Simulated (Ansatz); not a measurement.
# Ge (Fmmm) in Ansatz: reference runs

How does Ge come out in PBEsol? The cell is run as given and disturbed.

All numbers are computed with Ansatz 0.2.0; they aren't measurements. Logs are shortened: lines on timing, memory, paths and dates and some standing lists are left out, and cuts for length are marked.

## (1) The crystal as given

The structure is orthorhombic, space group Fmmm (No. 69). The conventional cell has a = 5.261 Å, b = 5.771 Å, c = 10.231 Å, α = 90.00°, β = 90.00°, γ = 90.00°. Around Ge (site symmetry m2m) lie 5 Ge at 2.61 to 2.73 Å. Around Ge (site symmetry mm2) lie 6 Ge at 2.71 to 2.96 Å.

This isn't the form of Ge at room conditions, which is diamond.

## (2) Single point, PBEsol

input.yaml

```yaml
crystal:
  lattice:
    - [0.0, 2.88574, 5.115665]
    - [2.630497, 0.0, 5.115665]
    - [2.630497, 2.88574, 0.0]
  atoms:
    - { symbol: Ge, position: [0.72649, 0.27351, 0.72649] }
    - { symbol: Ge, position: [0.27351, 0.72649, 0.27351] }
    - { symbol: Ge, position: [0.218133, 0.218133, 0.781867] }
    - { symbol: Ge, position: [0.781867, 0.781867, 0.218133] }
hamiltonian:
  xc: pbesol
  pseudopotentials: { kind: paw }
kpoints:
  mp_grid: { grid: [7, 7, 7] }
scf:
  occupations: { method: fermi_dirac, width: 0.05 }
output:
  forces: true
  stress: true
  eigenvalues: true
```

Potentials or basis: Ansatz PAW.

On the command line:

```console
$ ansatz run input.yaml --threads 2 --pin off --max-ram 5632MiB --backend cpu --events-out ev --progress --plain --runs-dir out
```

The log of the run:

```text
Warning: RAYON_NUM_THREADS=2 ignored (pool sized by the plan → 2); use --threads N
Engine: ansatz 0.2.0, aarch64-unknown-linux-gnu
Pseudopotentials: kind: paw
Pseudopotential: Ge, paw, valence charge 14, recommended cutoff 420 eV (normal), Ge.paw.azcp
Functional definition: PBEsol
  exchange = pbesol_x
  correlation = pbesol_c
Crystal: 4 atoms, lattice volume = 77.665 Å³
Basis set: ecut = 420 eV, 1525 PW (Γ), exchange–correlation on 80×80×54 points (8 copies of the dense FFT grid, shifted against one another)
Bands: 34, of which v1, the nominal top of the filled ones, is band 28 counted from 1 (27 counted from 0)
Symmetry: 8 space group operations
Space group: Fmmm (ITA 69), of the structure as read, at distance tolerance 4.3e-5 Å
k-points: 64 of 343
Non-local potential: Ge, projectors of the file, l = 0: 2, l = 1: 2, l = 2: 3, l = 3: 1
PAW form: soft (Blöchl's): semilocal exchange-correlation on the pseudo side does not see the compensation charge
PAW frozen core: Ge, regenerated for the run's functional, and the local potential with it (the file was generated under x = pbe(κ = 0.804, μ = 0.2195149727645171), c = pbe(β = 0.06672455060314922))
PAW one-centre angular grid: Ge, 590 points (default); XC on 64 Gauss nodes
Initial density: superposition of atomic densities (neutral atoms: chi_scale 0, normalization atom), corrected by the library's trained network
Initial wavefunctions: pseudopotential atomic-orbital guess
Functional: x = pbesol(κ = 0.804, μ = 0.12345679012345678), c = pbesol(β = 0.046)
SCF iter   1: F=—  HF=-17013.279538 eV  |F-HF|=—  |Δ(HF+E_count)|=         —  Δρ=2.11e-3  dr2=2.31e-3  ethr=1.77e-3  ⟨swp⟩=6.0  Hψ=8253  notcnv=0  defer=11
preconditioner: auto → Kerker (q_TF=auto, 2.584 Å⁻¹)  [metal: Δε(μ)=0.056 eV  Ē_g=22.319 eV  σ=0.050 eV  W_gap=0.26  n_scr=28 (ndim 8)  ℏωp=31.5 eV  f_vac=0.000  D(μ)=1.51/eV (n_scr^D=10)]
SCF iter   2: F=—  HF=-17013.276958 eV  |F-HF|=—  |Δ(HF+E_count)|=   2.58e-3  Δρ=1.17e-3  dr2=8.53e-4  ethr=4.12e-6  ⟨swp⟩=2.0  Hψ=4067  notcnv=0  defer=14
SCF iter   3: F=—  HF=-17013.276935 eV  |F-HF|=—  |Δ(HF+E_count)|=   2.29e-5  Δρ=5.25e-4  dr2=2.14e-4  ethr=1.52e-6  ⟨swp⟩=1.0  Hψ=2132  notcnv=0  defer=14
SCF iter   4: F=—  HF=-17013.276918 eV  |F-HF|=—  |Δ(HF+E_count)|=   1.71e-5  Δρ=7.64e-5  dr2=5.26e-6  ethr=3.82e-7  ⟨swp⟩=2.4  Hψ=2763  notcnv=0  defer=14
SCF iter   5: F=—  HF=-17013.276916 eV  |F-HF|=—  |Δ(HF+E_count)|=   2.82e-6  Δρ=4.57e-5  dr2=8.93e-7  ethr=9.39e-9  ⟨swp⟩=2.0  Hψ=3933  notcnv=0  defer=14
SCF iter   6: F=—  HF=-17013.276915 eV  |F-HF|=—  |Δ(HF+E_count)|=   9.55e-7  Δρ=1.54e-5  dr2=9.83e-8  ethr=1.79e-10  ⟨swp⟩=4.6  Hψ=8913  notcnv=0
SCF iter   7: F=-17013.276914 eV  HF=-17013.276914 eV  |F-HF|=2.18e-8  |Δ(HF+E_count)|=   8.54e-8  Δρ=5.75e-6  dr2=1.16e-8  ethr=1.75e-10  ⟨swp⟩=4.0  Hψ=7581  notcnv=0
SCF 1 converged in 7 iterations: F = -17013.276914 eV  dr2 = 1.16e-8
SCF converged after 7 iterations
Free energy (F): -17013.276914 eV
Harris-Foulkes:  -17013.276914 eV  (|F-HF|=2.18e-8)
Internal energy: -17013.264372 eV  (E = F + TS)
E sigma→0 (E₀):  -17013.270643 eV
Entropy (-TS):   -0.012542 eV (-3.136 meV/atom)
Fermi energy:    10.319896 eV
--- Per-component energies (eV) ---
  E_band       = -487.469369
  E_kinetic    = 441.881066
  E_local      = -8747.856137  (includes V_loc(G=0)·N_el)
  E_nonlocal   = 1671.245748
  E_hartree    = 3820.659956
  E_xc         = -299.638899
  E_vxc        = -258.315112  (∫ρ·V_xc dr)
  E_paw        = -7907.094706  (= ΣΔE_a)
  E_vpaw       = -1235.756898  (= ΣTr[D̂ρ^β])
  E_aug_tail   = 0.001251  (compensation charges beyond the density's cutoff)
  E_ewald      = -5996.134398
  E_core_change = 3.671745  (= ΣΔE_core)
  E_smearing   = -0.012542  (= −TS)
  E_closure    = 0.000000  (closes the sum)
  Σ components = -17013.276914   (vs F -17013.276914, Δ=0.00e0)
--- Forces (eV/Å), atoms counted from 1 ---
  atom   1  Ge     0.00000000    -0.03918316     0.00000000
  atom   2  Ge     0.00000000     0.03918316     0.00000000
  atom   3  Ge     0.00000000     0.00000000     0.04291625
  atom   4  Ge     0.00000000     0.00000000    -0.04291625
  max |Σ_I F_I| component: 6.94e-18 eV/Å
--- Stress (GPa, compression-positive) ---
       -4.002119       0.000000       0.000000
        0.000000      -3.027362       0.000000
        0.000000       0.000000      -3.457136
  P = ⅓ Tr σ = -3.4955 GPa (-34.955 kbar)
--- Band table (eV; the first three rows and the last of 64) ---
  k-point 0: bands = ["-14.3709", "-14.3217", "-14.2869", "-14.2777", "-14.2752", "-14.2700", "-14.2671", "-14.2591", "-14.2260", "-14.2186", "-14.1926", "-14.1917", "-14.1576", "-14.1493", "-14.1456", "-14.1280", "-14.1271", "-14.1198", "-14.0849", "-14.0414", "-2.6029", "1.9937", "4.1418", "6.5615", "7.4735", "8.0341", "8.3883", "8.5415", "8.7735", "13.2586", "14.0229", "14.4137", "16.5875", "17.3262"]
  k-point 1: bands = ["-14.3589", "-14.3156", "-14.2876", "-14.2757", "-14.2696", "-14.2689", "-14.2673", "-14.2457", "-14.2245", "-14.2162", "-14.1967", "-14.1854", "-14.1588", "-14.1532", "-14.1505", "-14.1345", "-14.1306", "-14.1269", "-14.0893", "-14.0538", "-2.3782", "1.9489", "4.2937", "5.2854", "6.3780", "8.2457", "8.7620", "9.3504", "9.8116", "13.2632", "14.1798", "15.0432", "15.7735", "16.2276"]
  k-point 2: bands = ["-14.3257", "-14.2986", "-14.2915", "-14.2788", "-14.2623", "-14.2552", "-14.2482", "-14.2260", "-14.2193", "-14.2118", "-14.2032", "-14.1759", "-14.1704", "-14.1640", "-14.1562", "-14.1486", "-14.1438", "-14.1407", "-14.1016", "-14.0852", "-1.7060", "1.9903", "2.8202", "4.3848", "6.4075", "8.5072", "9.3945", "10.5428", "11.2615", "11.6640", "13.5440", "14.1145", "15.3685", "16.1540"]
  k-point 63: bands = ["-14.3519", "-14.3045", "-14.2857", "-14.2749", "-14.2619", "-14.2521", "-14.2450", "-14.2438", "-14.2245", "-14.2110", "-14.1957", "-14.1889", "-14.1784", "-14.1603", "-14.1563", "-14.1501", "-14.1438", "-14.1292", "-14.0970", "-14.0552", "-1.2452", "-0.7725", "4.1003", "6.2583", "8.2852", "9.3597", "10.2407", "10.3266", "11.1662", "11.5322", "12.1632", "13.7066", "14.8462", "15.2866"]
```

It took 4.3 s on 2 threads of Arm Neoverse V2, shared host; peak memory 0.41 GiB.

Results:

```
Free energy            : -17013.2769 eV
Pressure               : -3.5 GPa
Largest force          : 0.043 eV/Å
Band gap on the k mesh : none (metal or under the smearing width)
```

Forces on the atoms (eV/Å):
```
Ge   0.000 -0.039  0.000
Ge   0.000  0.039  0.000
Ge   0.000  0.000  0.043
Ge   0.000  0.000 -0.043
```

Stress tensor (GPa, compression positive):
```
-4.00  0.00  0.00
 0.00 -3.03  0.00
 0.00  0.00 -3.46
```

Caveat: the PAW data sets come from PBE, with cores solved anew for the run's functional, which leaves a small shift of forces and pressure.

## (3) Single point, PBEsol (atoms moved at random, drawn with an rms of 0.05 Å)

input.yaml

```yaml
crystal:
  lattice:
    - [0.0, 2.88574, 5.115665]
    - [2.630497, 0.0, 5.115665]
    - [2.630497, 2.88574, 0.0]
  atoms:
    - { symbol: Ge, position: [0.73273, 0.271004, 0.723445] }
    - { symbol: Ge, position: [0.291211, 0.716285, 0.264933] }
    - { symbol: Ge, position: [0.222824, 0.208277, 0.784533] }
    - { symbol: Ge, position: [0.78985, 0.774456, 0.211907] }
hamiltonian:
  xc: pbesol
  pseudopotentials: { kind: paw }
kpoints:
  mp_grid: { grid: [7, 7, 7] }
scf:
  occupations: { method: fermi_dirac, width: 0.05 }
output:
  forces: true
  stress: true
  eigenvalues: true
```

Potentials or basis: Ansatz PAW.

On the command line:

```console
$ ansatz run input.yaml --threads 2 --pin off --max-ram 5632MiB --backend cpu --events-out ev --progress --plain --runs-dir out
```

Wall time 18 s (2 threads of Arm Neoverse V2, shared host); peak memory 0.56 GiB.

Results (log left out):

```
Free energy            : -17013.2688 eV
Pressure               : -3.4 GPa
Largest force          : 0.182 eV/Å
Band gap on the k mesh : none (metal or under the smearing width)
```

Forces in eV/Å, atoms in the order of the input:
```
Ge  -0.140  0.003 -0.075
Ge   0.144  0.002 -0.101
Ge  -0.055 -0.023  0.173
Ge   0.051  0.017  0.003
```

Stress tensor (GPa, compression positive):
```
-4.09 -0.01  0.03
-0.01 -2.79 -0.15
 0.03 -0.15 -3.21
```

Levels at points of the mesh, in eV from the Fermi level:
| k point | band 26 | band 27 | band 28 | band 29 | band 30 | band 31 |
| --- | --- | --- | --- | --- | --- | --- |
| (0.00, 0.00, 0.00) | -2.30 | -1.93 | -1.75 | -1.51 | 2.87 | 3.71 |

Caveat: the PAW data sets come from PBE, with cores solved anew for the run's functional, which leaves a small shift of forces and pressure.
